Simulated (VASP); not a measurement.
# ZnS (F-43m) in VASP: notebook

One crystal, ZnS, is run at these levels: PBE; tasks: single point.

Program: VASP 6.6.1. These are calculated values, not measurements. Logs are shortened: lines on timing, memory, paths and dates and some standing lists are left out, and cuts for length are marked.

## Step 1: The crystal as given

The structure is cubic, space group F-43m (No. 216). Conventional cell: a = 5.404 Å, b = 5.404 Å, c = 5.404 Å, α = 90.00°, β = 90.00°, γ = 90.00°. Zn (site symmetry -43m) has 4 S at 2.34 Å as nearest neighbours. S (site symmetry -43m) is surrounded by 4 Zn at 2.34 Å.

## Step 2: Single point, PBE, spin-orbit coupling, no magnetisation

Input file INCAR:

```
SYSTEM = ZnS
ALGO = Normal
EDIFF = 1E-7
ENCUT = 400
GGA = PE
GGA_COMPAT = .False.
ISIF = 2
ISMEAR = 0
LASPH = .True.
LCHARG = .False.
LORBIT = 11
LREAL = Auto
LSORBIT = .True.
LWAVE = .False.
MAGMOM = 0 0 0 0 0 0
NBANDS = 34
NELM = 100
PREC = Accurate
SIGMA = 0.02
```

Input file KPOINTS:

```
k-points
0
Gamma
  6 6 6
  0 0 0
```

Input file POSCAR:

```
ZnS
1.0
    0.0000000000      2.7020000000      2.7020000000
    2.7020000000      0.0000000000      2.7020000000
    2.7020000000      2.7020000000      0.0000000000
Zn S
1 1
Direct
    0.7500000000      0.7500000000      0.7500000000
    0.0000000000      0.0000000000      0.0000000000
```

Potentials or basis: VASP PAW PBE potentials, release 64 (Zn, S).

Launch:

```console
$ cat potpaw_PBE.64/Zn/POTCAR potpaw_PBE.64/S/POTCAR > POTCAR
$ mpirun -np 1 vasp_ncl > vasp.out
```

OUTCAR:

```text
SYSTEM = ZnS
   EDIFF = 1E-7
   ENCUT = 400
   GGA = PE
   ISIF = 2
   ISMEAR = 0
   LASPH = .True.
   LORBIT = 11
   LREAL = Auto
   LSORBIT = .True.
   NELM = 100
   PREC = Accurate

 Found     22 irreducible k-points:

 Following reciprocal coordinates:
            Coordinates               Weight
  0.000000  0.000000  0.000000      1.000000
  0.166667  0.000000  0.000000      4.000000
 -0.166667  0.000000  0.000000      4.000000
  0.333333  0.000000  0.000000      4.000000
 -0.333333  0.000000  0.000000      4.000000
  0.500000  0.000000  0.000000      4.000000
   k-points           NKPTS =     22   k-points in BZ     NKDIM =     22   number of bands    NBANDS=     34
   number of dos      NEDOS =    301   number of ions     NIONS =      2
   total plane-waves  NPLWV =  21952
   dimension x,y,z NGX =    28 NGY =   28 NGZ =   28
   dimension x,y,z NGXF=    56 NGYF=   56 NGZF=   56
   ions per type =               1   1
   NGX,Y,Z   is equivalent  to a cutoff of  12.18, 12.18, 12.18 a.u.
   NGXF,Y,Z  is equivalent  to a cutoff of  24.36, 24.36, 24.36 a.u.
 SYSTEM =  ZnS
   PREC   = accura    normal or accurate (medium, high low for compatibility)
   ISTART =      0    job   : 0-new  1-cont  2-samecut
   ICHARG =      2    charge: 1-file 2-atom 10-const
   ISPIN  =      1    spin polarized calculation?
   LNONCOLLINEAR =      T non collinear calculations
   LSORBIT =      T    spin-orbit coupling
   LASPH  =      T    aspherical Exc in radial PAW
   ENCUT  =  400.0 eV  29.40 Ry    5.42 a.u.   6.23  6.23  6.23*2*pi/ulx,y,z
   NELM   =    100;   NELMIN=  2; NELMDL= -5     # of ELM steps
   EDIFF  = 0.1E-06   stopping-criterion for ELM
   LREAL  =      T    real-space projection
   EDIFFG = 0.1E-05   stopping-criterion for IOM
   NSW    =      0    number of steps for IOM
   IBRION =     -1    ionic relax: 0-MD 1-quasi-New 2-CG
   NFREE  =      0    steps in history (QN), initial steepest desc. (CG)
   ISIF   =      2    stress and relaxation
   ISYM   =      2    0-nonsym 1-usesym 2-fastsym
   POTIM  = 0.5000    time-step for ionic-motion
   TEBEG  =    0.0;   TEEND  =   0.0 temperature during run
   PSTRESS=    0.0 pullay stress
   NELECT =      18.0000    total number of electrons
   NUPDOWN=      -1.0000    fix difference up-down
   EMIN   =  10.00;   EMAX   =-10.00  energy-range for DOS
   EFERMI =   0.00;   METHOD = LEGACY
   ISMEAR =     0;   SIGMA  =   0.02  broadening in eV -4-tet -1-fermi 0-gaus
   EFERMI_NEDOS =   21; number of points for ismear=-14 and -15
   IALGO  =     38    algorithm
   IMIX   =      4    mixing-type and parameters
     AMIX     =   0.40;   BMIX     =  1.00
     AMIX_MAG =   1.60;   BMIX_MAG =  1.00
  volume/ion in A,a.u.               =      19.73       133.12
  Fermi-wavevector in a.u.,A,eV,Ry     =   1.260290  2.381602 21.610537  1.588330
  Thomas-Fermi vector in A             =   2.393807
   LORBIT       =     11    0 simple, 1 ext, 2 COOP (PROOUT), +10 PAW based schemes
   GGA     = PE    functional components
   LHFCALC =     F    Hartree Fock is set to
   AEXX    =    0.0000 exact exchange contribution
   IVDW    =     0    specifies the selected vdW correction
   LEPSILON=     F    determine dielectric tensor
   LRPA    =     F    only Hartree local field effects (RPA)
 Gauss-broadening in eV      SIGMA  =   0.02
  energy-cutoff  :      400.00
  volume of cell :       39.45
 maximum number of plane-waves:      1450
 NGX is ok and might be reduce to    28
   NGX = 13   NGY = 13   NGZ = 13

 number of electron      18.0000000 magnetization       0.0000000      0.0000000      0.0000000

 number of electron      18.0000000 magnetization      -0.0000000     -0.0000000     -0.0000000

 number of electron      18.0000000 magnetization      -0.0000000     -0.0000000      0.0000000

 number of electron      18.0000000 magnetization      -0.0000000      0.0000000      0.0000000

 Free energy of the ion-electron system (eV)
  ---------------------------------------------------
  ext. energy  EPLUGINS =         0.00000000
  ---------------------------------------------------
  free energy    TOTEN  =        -6.84853757 eV

  energy without entropy =       -6.84853757  energy(sigma->0) =       -6.84853757

 E-fermi :   2.2735     XC(G=0):  -9.6293

 val. band max:        2.1301046678   @ k =   0.0000   0.0000   0.0000
 cond. band min:       4.2218651644   @ k =   0.0000   0.0000   0.0000
 fundamental gap:      2.0917604966
 Fermi energy:         2.2735337050

 k-point     1 :       0.0000    0.0000    0.0000
  band No.  band energies     occupation
      1     -11.0318      1.00000
      2     -11.0318      1.00000
      3      -4.3317      1.00000
      4      -4.3317      1.00000
      5      -4.3317      1.00000
      6      -4.3317      1.00000
[... 22 lines left out ...]
     29      13.8720      0.00000
     30      13.8720      0.00000

 k-point     2 :       0.1667    0.0000    0.0000
  band No.  band energies     occupation
      1     -10.8293      1.00000
      2     -10.8293      1.00000
      3      -4.3260      1.00000
      4      -4.3064      1.00000
      5      -4.3064      1.00000
      6      -4.2911      1.00000
[... 22 lines left out ...]
     29      13.0863      0.00000
     30      13.0958      0.00000

 k-point     3 :      -0.1667    0.0000    0.0000
  band No.  band energies     occupation
      1     -10.8293      1.00000
      2     -10.8293      1.00000
      3      -4.3260      1.00000
      4      -4.3064      1.00000
      5      -4.3064      1.00000
      6      -4.2911      1.00000
[... 22 lines left out ...]
     29      13.0863      0.00000
     30      13.0958      0.00000

 k-point     4 :       0.3333    0.0000    0.0000
  band No.  band energies     occupation
      1     -10.3701      1.00000
      2     -10.3701      1.00000
      3      -4.2919      1.00000
      4      -4.2556      1.00000
      5      -4.1556      1.00000
      6      -4.1556      1.00000
[... 22 lines left out ...]
     29      13.6955      0.00000
     30      13.7134      0.00000

 k-point     5 :      -0.3333    0.0000    0.0000
  band No.  band energies     occupation
      1     -10.3701      1.00000
      2     -10.3701      1.00000
      3      -4.2919      1.00000
      4      -4.2556      1.00000
      5      -4.1556      1.00000
      6      -4.1556      1.00000
[... 22 lines left out ...]
     29      13.6955      0.00000
     30      13.7134      0.00000

 k-point     6 :       0.5000    0.0000    0.0000
  band No.  band energies     occupation
      1     -10.1044      1.00000
      2     -10.1044      1.00000
      3      -4.2627      1.00000
      4      -4.2627      1.00000
      5      -4.0114      1.00000
      6      -4.0114      1.00000
[... 22 lines left out ...]
     29      15.5050      0.00000
     30      15.5050      0.00000

 [... further k-points ...]

 [bands above 30 left out]

------------------------ aborting loop because EDIFF is reached ----------------------------------------

  FORCE on cell =-STRESS in cart. coord.  units (eV):
  Direction    XX          YY          ZZ          XY          YZ          ZX
  --------------------------------------------------------------------------------------
  -------------------------------------------------------------------------------------
  Total        0.3709655      0.3709655      0.3709655     -0.0000000      0.0000000     -0.0000000
  in kB       15.0646143     15.0646143     15.0646143     -0.0000000      0.0000000     -0.0000000
  external PRESSURE =      15.0646143 kB  Pullay stress =       0.0000000 kB

 VOLUME and BASIS-vectors are now :
 -----------------------------------------------------------------------------
  energy-cutoff  :      400.00
  volume of cell :       39.45
      direct lattice vectors                 reciprocal lattice vectors
     0.000000000  2.702000000  2.702000000    -0.185048113  0.185048113  0.185048113
     2.702000000  0.000000000  2.702000000     0.185048113 -0.185048113  0.185048113
     2.702000000  2.702000000  0.000000000     0.185048113  0.185048113 -0.185048113

 POSITION                                       TOTAL-FORCE (eV/Angst)
 -----------------------------------------------------------------------------------
      4.05300      4.05300      4.05300        -0.000000     -0.000000     -0.000000
      0.00000      0.00000      0.00000         0.000000      0.000000      0.000000
 -----------------------------------------------------------------------------------
    total drift:                                0.000001      0.000001      0.000001

  FREE ENERGIE OF THE ION-ELECTRON SYSTEM (eV)
  ---------------------------------------------------
  free  energy   TOTEN  =        -6.8485375678 eV

  energy  without entropy=       -6.8485375678  energy(sigma->0) =       -6.84853757

 Spin-Orbit-Coupling matrix elements

 Ion:    1  E_soc:     -0.0083552
 l=   1
     0.0000000    -0.0004092    -0.0004092
    -0.0004092     0.0000000    -0.0004092
    -0.0004092    -0.0004092     0.0000000
 l=   2
     0.0000000    -0.0002008     0.0000000    -0.0002008    -0.0007826
    -0.0002008     0.0000000    -0.0005869    -0.0002008    -0.0001956
     0.0000000    -0.0005869     0.0000000    -0.0005869     0.0000000
    -0.0002008    -0.0002008    -0.0005869     0.0000000    -0.0001956
    -0.0007826    -0.0001956     0.0000000    -0.0001956     0.0000000
 l=   3
     0.0000000     0.0000000     0.0000000     0.0000000     0.0000000     0.0000000     0.0000000
     0.0000000     0.0000000     0.0000000     0.0000000     0.0000000     0.0000000     0.0000000
     0.0000000     0.0000000     0.0000000     0.0000000     0.0000000     0.0000000     0.0000000
     0.0000000     0.0000000     0.0000000     0.0000000     0.0000000     0.0000000     0.0000000
     0.0000000     0.0000000     0.0000000     0.0000000     0.0000000     0.0000000     0.0000000
     0.0000000     0.0000000     0.0000000     0.0000000     0.0000000     0.0000000     0.0000000
     0.0000000     0.0000000     0.0000000     0.0000000     0.0000000     0.0000000     0.0000000

 Ion:    2  E_soc:     -0.0017769
 l=   1
     0.0000000    -0.0002962    -0.0002962
    -0.0002962     0.0000000    -0.0002962
    -0.0002962    -0.0002962     0.0000000
 l=   2
     0.0000000     0.0000000     0.0000000     0.0000000     0.0000000
     0.0000000     0.0000000     0.0000000     0.0000000     0.0000000
     0.0000000     0.0000000     0.0000000     0.0000000     0.0000000
     0.0000000     0.0000000     0.0000000     0.0000000     0.0000000
     0.0000000     0.0000000     0.0000000     0.0000000     0.0000000
 l=   3
     0.0000000     0.0000000     0.0000000     0.0000000     0.0000000     0.0000000     0.0000000
     0.0000000     0.0000000     0.0000000     0.0000000     0.0000000     0.0000000     0.0000000
     0.0000000     0.0000000     0.0000000     0.0000000     0.0000000     0.0000000     0.0000000
     0.0000000     0.0000000     0.0000000     0.0000000     0.0000000     0.0000000     0.0000000
     0.0000000     0.0000000     0.0000000     0.0000000     0.0000000     0.0000000     0.0000000
     0.0000000     0.0000000     0.0000000     0.0000000     0.0000000     0.0000000     0.0000000
     0.0000000     0.0000000     0.0000000     0.0000000     0.0000000     0.0000000     0.0000000

 total charge

# of ion       s       p       d       tot
------------------------------------------
    1        0.519   0.476   9.799  10.795
    2        1.315   2.437   0.000   3.751
--------------------------------------------------
tot          1.834   2.913   9.799  14.546

 magnetization (x)

# of ion       s       p       d       tot
------------------------------------------
    1        0.000   0.000  -0.000   0.000
    2       -0.000  -0.000   0.000  -0.000
--------------------------------------------------
tot          0.000   0.000  -0.000   0.000

 magnetization (y)

# of ion       s       p       d       tot
------------------------------------------
    1        0.000   0.000   0.000   0.000
    2        0.000   0.000   0.000   0.000
--------------------------------------------------
tot          0.000   0.000   0.000   0.000

 magnetization (z)

# of ion       s       p       d       tot
------------------------------------------
    1        0.000   0.000   0.000   0.000
    2       -0.000   0.000   0.000   0.000
--------------------------------------------------
tot          0.000   0.000   0.000   0.000
```

It took 39 s on 1 thread of AMD EPYC 9R45 (Zen 5), shared host; peak memory 0.22 GiB.

The run converged, but some of its settings lie outside the range that counts as converged, so its numbers aren't taken as properties of the crystal.

Results:

```yaml
Free_energy: -6.8485 eV
Pressure: 1.5 GPa
Valence_electrons_inside_the_program's_atomic_spheres: Zn 10.79; S 3.75
```

## Step 3: Single point, PBE, spin-orbit coupling, no magnetisation

Edit INCAR of step 2 so:

```diff
@@ -11,3 +11,3 @@
 LORBIT = 11
-LREAL = Auto
+LREAL = .False.
 LSORBIT = .True.
@@ -18,2 +18,2 @@
 PREC = Accurate
-SIGMA = 0.02
+SIGMA = 0.2
```

KPOINTS is that of step 2.

POSCAR is that of step 2.

Potentials or basis: VASP PAW PBE potentials, release 64 (Zn, S).

Launch:

```console
$ cat potpaw_PBE.64/Zn/POTCAR potpaw_PBE.64/S/POTCAR > POTCAR
$ mpirun -np 1 vasp_ncl > vasp.out
```

OUTCAR:

```text
SYSTEM = ZnS
   EDIFF = 1E-7
   ENCUT = 400
   GGA = PE
   ISIF = 2
   ISMEAR = 0
   LASPH = .True.
   LORBIT = 11
   LREAL = .False.
   LSORBIT = .True.
   NELM = 100
   PREC = Accurate

 Found     22 irreducible k-points:

 Following reciprocal coordinates:
            Coordinates               Weight
  0.000000  0.000000  0.000000      1.000000
  0.166667  0.000000  0.000000      4.000000
 -0.166667  0.000000  0.000000      4.000000
  0.333333  0.000000  0.000000      4.000000
 -0.333333  0.000000  0.000000      4.000000
  0.500000  0.000000  0.000000      4.000000
   k-points           NKPTS =     22   k-points in BZ     NKDIM =     22   number of bands    NBANDS=     34
   number of dos      NEDOS =    301   number of ions     NIONS =      2
   total plane-waves  NPLWV =  21952
   dimension x,y,z NGX =    28 NGY =   28 NGZ =   28
   dimension x,y,z NGXF=    56 NGYF=   56 NGZF=   56
   ions per type =               1   1
   NGX,Y,Z   is equivalent  to a cutoff of  12.18, 12.18, 12.18 a.u.
   NGXF,Y,Z  is equivalent  to a cutoff of  24.36, 24.36, 24.36 a.u.
 SYSTEM =  ZnS
   PREC   = accura    normal or accurate (medium, high low for compatibility)
   ISTART =      0    job   : 0-new  1-cont  2-samecut
   ICHARG =      2    charge: 1-file 2-atom 10-const
   ISPIN  =      1    spin polarized calculation?
   LNONCOLLINEAR =      T non collinear calculations
   LSORBIT =      T    spin-orbit coupling
   LASPH  =      T    aspherical Exc in radial PAW
   ENCUT  =  400.0 eV  29.40 Ry    5.42 a.u.   6.23  6.23  6.23*2*pi/ulx,y,z
[... 317 lines left out ...]
     0.0000000     0.0000000     0.0000000     0.0000000     0.0000000     0.0000000     0.0000000

 Ion:    2  E_soc:     -0.0017769
 l=   1
     0.0000000    -0.0002962    -0.0002962
    -0.0002962     0.0000000    -0.0002962
    -0.0002962    -0.0002962     0.0000000
 l=   2
     0.0000000     0.0000000     0.0000000     0.0000000     0.0000000
     0.0000000     0.0000000     0.0000000     0.0000000     0.0000000
     0.0000000     0.0000000     0.0000000     0.0000000     0.0000000
     0.0000000     0.0000000     0.0000000     0.0000000     0.0000000
     0.0000000     0.0000000     0.0000000     0.0000000     0.0000000
 l=   3
     0.0000000     0.0000000     0.0000000     0.0000000     0.0000000     0.0000000     0.0000000
     0.0000000     0.0000000     0.0000000     0.0000000     0.0000000     0.0000000     0.0000000
     0.0000000     0.0000000     0.0000000     0.0000000     0.0000000     0.0000000     0.0000000
     0.0000000     0.0000000     0.0000000     0.0000000     0.0000000     0.0000000     0.0000000
     0.0000000     0.0000000     0.0000000     0.0000000     0.0000000     0.0000000     0.0000000
     0.0000000     0.0000000     0.0000000     0.0000000     0.0000000     0.0000000     0.0000000
     0.0000000     0.0000000     0.0000000     0.0000000     0.0000000     0.0000000     0.0000000

 total charge

# of ion       s       p       d       tot
------------------------------------------
    1        0.519   0.477   9.799  10.795
    2        1.315   2.437   0.000   3.752
--------------------------------------------------
tot          1.834   2.913   9.799  14.546

 magnetization (x)

# of ion       s       p       d       tot
------------------------------------------
    1       -0.000   0.000   0.000   0.000
    2       -0.000   0.000   0.000   0.000
--------------------------------------------------
tot         -0.000   0.000   0.000   0.000

 magnetization (y)

# of ion       s       p       d       tot
------------------------------------------
    1        0.000   0.000   0.000   0.000
    2        0.000   0.000   0.000   0.000
--------------------------------------------------
tot          0.000   0.000   0.000   0.000

 magnetization (z)

# of ion       s       p       d       tot
------------------------------------------
    1        0.000   0.000   0.000   0.000
    2       -0.000   0.000   0.000  -0.000
--------------------------------------------------
tot          0.000   0.000   0.000   0.000
```

stdout:

```text
POSCAR found type information on POSCAR ZnS
 POSCAR found :  2 types and       2 ions
 scaLAPACK will be used
 LDA part: xc-table for (Slater+PW92), standard interpolation
 POSCAR, INCAR and KPOINTS ok, starting setup
 FFT: planning ... GRIDC
 FFT: planning ... GRID_SOFT
 FFT: planning ... GRID
 WAVECAR not read
 entering main loop
```

Wall time 26 s (1 thread of AMD EPYC 9R45 (Zen 5), shared host); peak memory 0.22 GiB.

The run converged, but some of its settings lie outside the range that counts as converged, so its numbers aren't taken as properties of the crystal.

Results:

* Free energy: -6.8478 eV
* Pressure: 1.5 GPa
* Valence electrons inside the program's atomic spheres: Zn 10.79; S 3.75

## Step 4: The reference run

An earlier run on the cell as given: functional PBEsol; potentials or basis VASP PAW PBE potentials, release 64 (Zn, S); cutoff 520 eV; k mesh 9 × 9 × 9; occupations fermi-dirac, width 0.05 eV; no spin polarisation.

- Pressure: -1.8 GPa
- Band gap on the k mesh: 1.98 eV, direct
